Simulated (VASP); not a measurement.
# Interstitial C in a supercell of Zn (Zinc), part 3 of 3

Wanted: what interstitial C costs in Zn (Zinc) and how the lattice relaxes round it. The start is a cell from a database of measured crystal structures.

VASP 6.6.1, plane waves and PAW; the level of theory is named at each step.

So far. Step 5 (Reference C): The run ended after 3 ionic steps, 0.007 eV below its first step, once forces and stress met EDIFFG = -0.02. Step 5 (Reference C): Energy at zero smearing: -19.26447 eV.

The database entry behind the starting cell differs from later determinations by our own check (about 0.3 % long), so it need not match the best structure at ambient conditions.

## Step 6: Relaxing the defect

This step: PBEsol; plane waves and PAW (Zn, C) (VASP 6.6.1).

System of this step: Zn36C (Zinc). The cell holds 37 atoms: 36 Zn and 1 C. Its edges and angles: a = 8.049 Å, b = 8.049 Å, c = 8.931 Å, α = 90.0°, β = 90.0°, γ = 120.0°. It derives from Zn (Zinc). Nearest the centre at fractional (0.000, 0.000, 0.000): C37 at 0.00 Å, Zn19 at 1.91 Å, Zn18 at 1.91 Å, Zn23 at 1.91 Å, Zn2 at 1.91 Å, Zn35 at 1.91 Å, Zn14 at 1.91 Å, Zn33 at 3.29 Å.

The host is treated as a metal, since its gap is under 0.3 eV or closed. The run keeps 12 symmetry operations, which cuts the number of k-points but bars distortions that break them. The atoms relax at the host's fixed cell.

Contents of INCAR:

```
SYSTEM = Zn36C
PREC = Normal
ENCUT = 400
EDIFF = 1E-05
NELM = 120
ISMEAR = 1
SIGMA = 0.2
LREAL = Auto
ALGO = Fast
GGA = PS
LORBIT = 11
LWAVE = .FALSE.
LCHARG = .TRUE.
KPAR = 4
IBRION = 2
NSW = 50
ISIF = 2
EDIFFG = -0.03
POTIM = 0.4
MAXMIX = 40
ISYM = 2
```

Contents of POSCAR:

```
Zn36C
1.0
    8.0491017816      0.0000000000      0.0000000000
   -4.0245508908      6.9707266203      0.0000000000
    0.0000000000      0.0000000000      8.9313288168
Zn C
36 1
Direct
    0.2222222200      0.1111111100      0.3750000000
    0.2222222200      0.1111111100      0.8750000000
    0.2222222200      0.4444444400      0.3750000000
    0.2222222200      0.4444444400      0.8750000000
    0.2222222200      0.7777777800      0.3750000000
    0.2222222200      0.7777777800      0.8750000000
    0.5555555600      0.1111111100      0.3750000000
    0.5555555600      0.1111111100      0.8750000000
    0.5555555600      0.4444444400      0.3750000000
    0.5555555600      0.4444444400      0.8750000000
    0.5555555600      0.7777777800      0.3750000000
    0.5555555600      0.7777777800      0.8750000000
    0.8888888900      0.1111111100      0.3750000000
    0.8888888900      0.1111111100      0.8750000000
    0.8888888900      0.4444444400      0.3750000000
    0.8888888900      0.4444444400      0.8750000000
    0.8888888900      0.7777777800      0.3750000000
    0.8888888900      0.7777777800      0.8750000000
    0.1111111100      0.2222222200      0.1250000000
    0.1111111100      0.2222222200      0.6250000000
    0.1111111100      0.5555555600      0.1250000000
    0.1111111100      0.5555555600      0.6250000000
    0.1111111100      0.8888888900      0.1250000000
    0.1111111100      0.8888888900      0.6250000000
    0.4444444400      0.2222222200      0.1250000000
    0.4444444400      0.2222222200      0.6250000000
    0.4444444400      0.5555555600      0.1250000000
    0.4444444400      0.5555555600      0.6250000000
    0.4444444400      0.8888888900      0.1250000000
    0.4444444400      0.8888888900      0.6250000000
    0.7777777800      0.2222222200      0.1250000000
    0.7777777800      0.2222222200      0.6250000000
    0.7777777800      0.5555555600      0.1250000000
    0.7777777800      0.5555555600      0.6250000000
    0.7777777800      0.8888888900      0.1250000000
    0.7777777800      0.8888888900      0.6250000000
    0.0000000000      0.0000000000      0.0000000000
```

Contents of KPOINTS:

```
Automatic mesh
0
Gamma
5 5 4
0 0 0
```

Potentials, in the order of the species: Zn and C (PBE family, release 64).

On the command line:

```sh
> mpirun -np 4 vasp_std
```

Log:

```text
[banner, memory and clock lines left out]
running    4 mpi-ranks, on    1 nodes
 distrk:  each k-point on    1 cores,    4 groups
 distr:  one band on    1 cores,    1 groups

 POSCAR found type information on POSCAR ZnC
 POSCAR found :  2 types and      37 ions
 [... a notice as in an earlier step ...]

 LDA part: xc-table for (Slater+PW92), standard interpolation
 POSCAR, INCAR and KPOINTS ok, starting setup
 FFT: planning ... GRIDC
 FFT: planning ... GRID_SOFT
 FFT: planning ... GRID
 WAVECAR not read
 entering main loop
       N       E                     dE             d eps       ncg     rms          rms(c)
DAV:   1     0.385366956325E+04    0.38537E+04   -0.15878E+05  8874   0.231E+03
DAV:   2     0.488785107818E+03   -0.33649E+04   -0.32713E+04  8874   0.563E+02
DAV:   3    -0.366779375832E+02   -0.52546E+03   -0.50267E+03  8930   0.193E+02
DAV:   4    -0.710122889921E+02   -0.34334E+02   -0.33545E+02  9476   0.558E+01
DAV:   5    -0.717073824413E+02   -0.69509E+00   -0.69021E+00  9420   0.621E+00    0.273E+01
RMM:   6    -0.628117444692E+02    0.88956E+01   -0.40970E+01  8886   0.212E+01    0.180E+01
RMM:   7    -0.621429280461E+02    0.66882E+00   -0.20960E+00  8876   0.569E+00    0.102E+01
RMM:   8    -0.619306964888E+02    0.21223E+00   -0.43777E-01  8936   0.203E+00    0.161E+00
RMM:   9    -0.619003810450E+02    0.30315E-01   -0.11370E-01  8887   0.116E+00    0.306E-01
RMM:  10    -0.618995193666E+02    0.86168E-03   -0.85381E-03  8894   0.323E-01    0.141E-01
RMM:  11    -0.618995464295E+02   -0.27063E-04   -0.16081E-03  8934   0.111E-01    0.510E-02
RMM:  12    -0.618995645272E+02   -0.18098E-04   -0.27536E-04  8901   0.513E-02    0.256E-02
RMM:  13    -0.618995647837E+02   -0.25651E-06   -0.62481E-05  7463   0.246E-02
   1 F= -.61899565E+02 E0= -.61904718E+02  d E =-.618996E+02
 curvature:   0.00 expect dE= 0.000E+00 dE for cont linesearch  0.000E+00
 trial: gam= 0.00000 g(F)=  0.126E+01 g(S)=  0.000E+00 ort = 0.000E+00 (trialstep = 0.100E+01)
 search vector abs. value=  0.126E+01
 bond charge predicted
       N       E                     dE             d eps       ncg     rms          rms(c)
DAV:   1    -0.625191296472E+02   -0.61957E+00   -0.25554E+02  9428   0.361E+01    0.311E+00
RMM:   2    -0.627285706896E+02   -0.20944E+00   -0.20780E+00  8927   0.455E+00    0.182E+00
RMM:   3    -0.627193440877E+02    0.92266E-02   -0.22241E-01  8874   0.123E+00    0.953E-01
RMM:   4    -0.627135619831E+02    0.57821E-02   -0.48606E-02  8883   0.773E-01    0.362E-01
RMM:   5    -0.627138165746E+02   -0.25459E-03   -0.59192E-03  8887   0.193E-01    0.124E-01
RMM:   6    -0.627137980056E+02    0.18569E-04   -0.10180E-03  8934   0.100E-01    0.646E-02
RMM:   7    -0.627137855961E+02    0.12410E-04   -0.27049E-04  8885   0.489E-02    0.233E-02
RMM:   8    -0.627137844990E+02    0.10971E-05   -0.50467E-05  6586   0.198E-02
   2 F= -.62713784E+02 E0= -.62717843E+02  d E =-.814220E+00
[... from here on, the cycles between the ionic steps are left out ...]
   3 F= -.62837041E+02 E0= -.62840446E+02  d E =-.937477E+00
   4 F= -.62837941E+02 E0= -.62841399E+02  d E =-.938376E+00
   5 F= -.62866518E+02 E0= -.62869860E+02  d E =-.285771E-01
   6 F= -.62903620E+02 E0= -.62906455E+02  d E =-.656797E-01
   7 F= -.62910358E+02 E0= -.62913144E+02  d E =-.673793E-02
   8 F= -.62915913E+02 E0= -.62918568E+02  d E =-.122926E-01
   9 F= -.62916205E+02 E0= -.62918828E+02  d E =-.125844E-01
  10 F= -.62918439E+02 E0= -.62921019E+02  d E =-.223378E-02
 trial-energy change:   -0.002234  1 .order   -0.002101   -0.002793   -0.001408
 step:   3.8962(harm=  5.1075)  dis= 0.00782  next Energy=   -62.918839 (dE=-0.263E-02)
 bond charge predicted
       N       E                     dE             d eps       ncg     rms          rms(c)
DAV:   1    -0.629189832626E+02   -0.53500E-03   -0.53642E-01  9247   0.164E+00    0.331E-02
RMM:   2    -0.629190962862E+02   -0.11302E-03   -0.12310E-03  8875   0.134E-01    0.138E-02
RMM:   3    -0.629191042663E+02   -0.79801E-05   -0.10537E-04  8789   0.265E-02    0.110E-02
RMM:   4    -0.629191044420E+02   -0.17571E-06   -0.90978E-06  4951   0.938E-03
  11 F= -.62919104E+02 E0= -.62921656E+02  d E =-.289958E-02
 curvature:  -2.72 expect dE=-0.114E-02 dE for cont linesearch -0.227E-03
 trial: gam= 0.07302 g(F)=  0.420E-03 g(S)=  0.000E+00 ort = 0.355E-03 (trialstep = 0.280E+01)
 search vector abs. value=  0.480E-03
 reached required accuracy - stopping structural energy minimisation
```

Wall time 15 min (4 MPI ranks of Intel Xeon 6975P-C (Granite Rapids), shared host); peak memory 3.9 GiB; 61 min of CPU time.

Parts of OUTCAR (step 6):

```text
   k-points           NKPTS =     17   k-points in BZ     NKDIM =     17   number of bands    NBANDS=    261

   NELECT =     436.0000    total number of electrons

 E-fermi :   3.8499

 k-point     1 :       0.0000    0.0000    0.0000
  band No.  band energies     occupation
    ...
    209       2.9559      2.00000
    210       3.0869      2.00000
    211       3.3939      2.00584
    212       3.3939      2.00585
    213       3.6336      2.06327
    214       4.0361     -0.03286
    215       4.0361     -0.03286
    216       4.1795     -0.04175
    217       4.1795     -0.04174
    218       4.1819     -0.04064
    ...

  Total        8.6814022      8.6814022      7.2897515     -0.0000000     -0.0000000      0.0000000
  in kB       27.7561298     27.7561298     23.3067520     -0.0000000     -0.0000000      0.0000000
  external PRESSURE =      26.2730039 kB  Pullay stress =       0.0000000 kB

 POSITION                                       TOTAL-FORCE (eV/Angst)
 -----------------------------------------------------------------------------------
      1.34395      0.77593      3.37222         0.001553      0.000897     -0.000871
      1.41840      0.81891      7.69338         0.011262      0.006502     -0.006771
      0.00000      3.11095      3.38693         0.000000      0.002652     -0.019897
      0.00000      3.13194      7.74502         0.000000      0.010051     -0.010680
     -1.33039      5.41525      3.38693         0.002297     -0.001326     -0.019897
     -1.31221      5.40475      7.74502         0.008704     -0.005025     -0.010680
      4.02455      0.76092      3.36482         0.000000      0.009956     -0.004117
      4.02455      0.77539      7.84591         0.000000      0.003172      0.029152
      2.67125      3.10490      3.36482         0.008622     -0.004978     -0.004117
      2.68378      3.09767      7.84591         0.002747     -0.001586      0.029152
      1.33039      5.41525      3.38693        -0.002297     -0.001326     -0.019897
      1.31221      5.40475      7.74502        -0.008704     -0.005025     -0.010680
      6.70515      0.77593      3.37222        -0.001553      0.000897     -0.000871
      6.63070      0.81891      7.69338        -0.011262      0.006502     -0.006771
      5.37785      3.10490      3.36482        -0.008622     -0.004978     -0.004117
      5.36532      3.09767      7.84591        -0.002747     -0.001586      0.029152
      4.02455      5.41887      3.37222         0.000000     -0.001793     -0.000871
      4.02455      5.33290      7.69338         0.000000     -0.013004     -0.006771
      0.00000      1.63783      1.23795        -0.000000      0.013004      0.006771
      0.00000      1.55186      5.55911         0.000000      0.001793      0.000871
     -1.34077      3.87306      1.08542         0.002747      0.001586     -0.029152
     -1.35330      3.86582      5.56651         0.008622      0.004978      0.004117
     -2.60615      6.15181      1.23795         0.011262     -0.006502      0.006771
     -2.68060      6.19480      5.55911         0.001553     -0.000897      0.000871
[...]
-----------------------------------------------------------------------------------
    total drift:                               -0.000000     -0.000000      0.000000

  FREE ENERGIE OF THE ION-ELECTRON SYSTEM (eV)
  ---------------------------------------------------
  free  energy   TOTEN  =       -62.9191044420 eV

  energy  without entropy=      -62.9267587274  energy(sigma->0) =      -62.92165587

[... 5 parts as in an earlier step ...]

[... 12 further parts left out ...]
```

The run keeps the 12 symmetry operations of its start, so it cannot find a distortion of lower symmetry.

The steps of the relaxation:

| step | energy less that of the first step (eV) | largest force (eV/Å) |
| --- | --- | --- |
| 1 | 0.0000 | 2.2839 |
| 2 | -0.8142 | 0.7157 |
| 3 | -0.9375 | 0.2268 |
| 4 | -0.9384 | 0.2189 |
| 5 | -0.9670 | 0.1553 |
| 6 | -1.0041 | 0.1020 |
| 7 | -1.0108 | 0.0629 |
| 8 | -1.0163 | 0.0447 |
| 9 | -1.0166 | 0.0510 |
| 10 | -1.0189 | 0.0334 |
| 11 | -1.0195 | 0.0293 |

The atoms that moved most (Å):

| atom | dx | dy | dz | length |
| --- | --- | --- | --- | --- |
| Zn19 | 0.000 | 0.089 | 0.122 | 0.151 |
| Zn18 | 0.000 | -0.089 | -0.122 | 0.151 |
| Zn14 | -0.077 | 0.044 | -0.122 | 0.151 |
| Zn23 | 0.077 | -0.044 | 0.122 | 0.151 |
| Zn2 | 0.077 | 0.044 | -0.122 | 0.151 |
| Zn35 | -0.077 | -0.044 | 0.122 | 0.151 |
| Zn4 | 0.000 | 0.034 | -0.070 | 0.078 |
| Zn33 | 0.000 | -0.034 | 0.070 | 0.078 |

Final coordinates:

```
Zn C
1.0
     8.04910    0.00000    0.00000
    -4.02455    6.97073    0.00000
     0.00000    0.00000    8.93133
Zn C
36 1
Direct
  0.22263 0.11131 0.37757
  0.23496 0.11748 0.86139
  0.22314 0.44629 0.37922
  0.22465 0.44930 0.86717
  0.22314 0.77686 0.37922
  0.22465 0.77535 0.86717
  0.55458 0.10916 0.37674
  0.55562 0.11124 0.87847
  0.55458 0.44542 0.37674
  0.55562 0.44438 0.87847
  0.55371 0.77686 0.37922
  0.55070 0.77535 0.86717
  0.88869 0.11131 0.37757
  0.88252 0.11748 0.86139
  0.89084 0.44542 0.37674
  0.88876 0.44438 0.87847
  0.88869 0.77737 0.37757
  0.88252 0.76504 0.86139
  0.11748 0.23496 0.13861
  0.11131 0.22263 0.62243
  0.11124 0.55562 0.12153
  0.10916 0.55458 0.62326
  0.11748 0.88252 0.13861
  0.11131 0.88869 0.62243
  0.44930 0.22465 0.13283
  0.44629 0.22314 0.62078
  0.44438 0.55562 0.12153
  0.44542 0.55458 0.62326
  0.44438 0.88876 0.12153
  0.44542 0.89084 0.62326
  0.77535 0.22465 0.13283
  0.77686 0.22314 0.62078
  0.77535 0.55070 0.13283
  0.77686 0.55371 0.62078
  0.76504 0.88252 0.13861
  0.77737 0.88869 0.62243
  0.00000 0.00000 0.00000
```

This step gave:

| Item | Value |
| --- | --- |
| electronic cycles | 73 |
| electrons | 436 |
| free energy (TOTEN) | -62.9191 eV |
| energy at zero smearing | -62.9217 eV |
| Fermi energy | 3.850 eV |
| labelled metallic, from the levels on this mesh | yes |

Valence density in the ac plane at fractional y = 0.000, through the centre, with atoms of C within 0.45 Å of it. It is the smooth field of the valence electrons, not physical close to the nuclei.

Ten even steps from '_' (0.1 e/Å³) to '@' (1.5 e/Å³), each cell a mean:
```
@@##--..____________....______________::++@@
++==::....________..::::..________......--++
::....::::..______..--==::..____..::::::....
____..::::..______..::--..______..::::....__
______......________....__________......____
____________________________________________
______....__________________________..______
____..::....______....::..________..::..____
____..==--..______..--==::..____..::==--..__
____..----..______..::--::______..::--::..__
______....__________......________......____
____________________________________________
______....__________....____________..______
____..::::..______..::::..________..::..____
____..==--..______..--==::..____..::==--..__
____..::::..______..::--::______..::--::..__
______....__________......________......____
____________________________________________
______....________________________....______
____....::..______....::..______....::..____
......::::..______..--==::..____..::--::....
--::::::....______..::--::________..::::::--
%%**--..____________......__________....==##
@@%%--..______________________________::**@@
```
Columns run along a (8.0 Å), rows up along c (8.9 Å). Atoms in or near the plane, at fractional coordinates: C at (0.00, 0.00).

The run ended after 11 ionic steps, 1.020 eV below its first step, once the forces on the free atoms met EDIFFG = -0.03.

C hardly moves from its start, within the 12 symmetry operations kept, and its nearest atoms are 6 Zn at 2.05 Å.

## Step 7: Formation energies

This step: point defect, PBEsol; plane waves and PAW (VASP 6.6.1).

Derived from the runs above.

Numbers from this step:

| Quantity | Value |
| --- | --- |
| formation energy of the neutral defect | 3.345 eV |

Formation energy:

| formation energy (eV) | largest move (Å) |
| --- | --- |
| 3.345 | 0.1505 |

E_f is E(defect cell) less E(perfect cell), corrected for the atoms exchanged with their references.

References, in eV an atom: C -9.632 (crystal Fd-3m) and Zn -1.573 (the host). They were run at the supercell's cutoff and functional, without U, and count both elements from their own phases.

## Step 8: Summary of results

- formation energy at charge 0: 3.345 eV

In words: Interstitial C costs 3.35 eV at the one site run, which need not be the lowest, with every exchanged atom at the energy of its element. C hardly moves from its start, within the 12 symmetry operations kept, and its nearest atoms are 6 Zn at 2.05 Å. With metallic smearing the value can move by tenths of an eV with the k mesh. Carbon counts from diamond, not from graphite, the stable form. The supercell of 36 atoms is small, so interactions between images remain.

[Lines on the potential files, build, host, timing and source positions are cut from VASP's logs without a mark.]

[Logs are printed without paths, hosts, clocks, repeated set-up lines and the standing remarks that a program may print on its own settings, such as how far it seeks lower states.]

[Hosts, paths, dates, database ids (printed as entryN), source tags and the programs' standing remarks are cut or masked in the printed files.]

[In band tables of VASP the shares of atoms and orbitals are scaled to a sum of 1 inside the atoms' spheres.]

[Runs that stopped without an error message from VASP are left out.]
